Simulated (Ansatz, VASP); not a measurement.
Two plane-wave programs on ZnAu

INCAR

```
PREC = Accurate
ENCUT = 520
EDIFF = 1E-6
ISMEAR = -1
SIGMA = 0.05
LREAL = F
LASPH = T
NELM = 100
ALGO = Normal
ISIF = 2
LWAVE = F
LCHARG = F
GGA = PE
NBANDS = 18
```

KPOINTS

```
Automatic mesh
0
Gamma
  6 6 6
```

File POSCAR:

```
ZnAu
1.0
    3.1470000000      0.0000000000      0.0000000000
    0.0000000000      3.1470000000      0.0000000000
    0.0000000000      0.0000000000      3.1470000000
Zn Au
1 1
Direct
    0.5000000000      0.5000000000      0.5000000000
    0.0000000000      0.0600000000      0.0000000000
```

Input for Ansatz:

```yaml
crystal:
  lattice:
    - [3.147, 0.0, 0.0]
    - [0.0, 3.147, 0.0]
    - [0.0, 0.0, 3.147]
  atoms:
    - { symbol: Zn, position: [0.5, 0.5, 0.5] }
    - { symbol: Au, position: [0.0, 0.06, 0.0] }
basis:
  ecutwfc: 510.0
kpoints:
  mp_grid:
    grid: [6, 6, 6]
    shift: [0.0, 0.0, 0.0]
hamiltonian:
  xc: pbe
scf:
  occupations:
    method: fermi_dirac
    width: 0.05
output:
  forces: true
```

Alike in both runs: task single point; functional PBE; k mesh 6 × 6 × 6; occupations fermi-dirac, width 0.05 eV; no spin polarisation.

```csv
,VASP,Ansatz
version,VASP 6.6.1,Ansatz 0.2.0
potentials or method,"VASP PAW PBE potentials, release 64 (Zn, Au)","plane waves, PAW"
plane-wave cutoff (eV),520,510
valence electrons in the cell,23,31
```

Ansatz gave:

* gap on the k mesh at the Fermi level (eV): none
* rms of the force components (eV/Å): 0.402

Q: Estimate VASP's values.

A: gap on the k mesh at the Fermi level (eV): none; rms of the force components (eV/Å): 0.409.

Atom by atom the forces differ by 0.007 eV/Å (rms over components). A gap of «none» marks a metal or a gap that the smearing closes. The two sets of potentials don't hold the same shells in valence.

Spin-orbit coupling is left out, which matters for the levels of Au.
